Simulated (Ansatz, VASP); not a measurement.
One calculation of La, two programs

The input INCAR:

```
ALGO = Fast
EDIFF = 1E-6
ENCUT = 520
ISIF = 2
ISMEAR = -1
LASPH = T
LCHARG = F
LREAL = F
LWAVE = F
NBANDS = 12
NELM = 80
PREC = Accurate
SIGMA = 0.05
```

File KPOINTS:

```
k-points
0
Gamma
  9 9 9
```

Contents of POSCAR:

```
La
1.0
   -2.0951271325      2.0951271325      2.0951271325
    2.0951271325     -2.0951271325      2.0951271325
    2.0951271325      2.0951271325     -2.0951271325
La
1
Direct
    0.0000000000      0.0000000000      0.0000000000
```

Contents of input.yaml:

```yaml
crystal:
  lattice:
    - [-2.0951271325, 2.0951271325, 2.0951271325]
    - [2.0951271325, -2.0951271325, 2.0951271325]
    - [2.0951271325, 2.0951271325, -2.0951271325]
  atoms:
    - { symbol: La, position: [0.0, 0.0, 0.0] }
hamiltonian:
  xc: lda
  pseudopotentials: { kind: paw }
kpoints:
  mp_grid: { grid: [9, 9, 9] }
scf:
  occupations: { method: fermi_dirac, width: 0.05 }
output:
  forces: true
  stress: true
  eigenvalues: true
```

This isn't the form of La at room conditions, which is double hcp.

Alike in both runs: task single point; functional LDA; k mesh 9 × 9 × 9; occupations fermi-dirac, width 0.05 eV; no spin polarisation.

```csv
,VASP,Ansatz
version,VASP 6.6.1,Ansatz 0.2.0
potentials or method,"VASP PAW LDA potentials, release 64 (La)",Ansatz PAW
plane-wave cutoff (eV),520,420
valence electrons in the cell,11,11
```

Ansatz gave:

```
gap on the k mesh at the Fermi level (eV) : none
pressure (GPa)                            : -3.0
```

Problem. What did VASP give for the same quantities?

Solution. gap on the k mesh at the Fermi level (eV): none; pressure (GPa): -3.1.

A gap of «none» marks a metal or a gap that the smearing closes.

Caveats: the PAW data sets come from PBE, with cores solved anew for the run's functional, which leaves a small shift of forces and pressure (Ansatz). Spin-orbit coupling is left out, which matters for the levels of La.
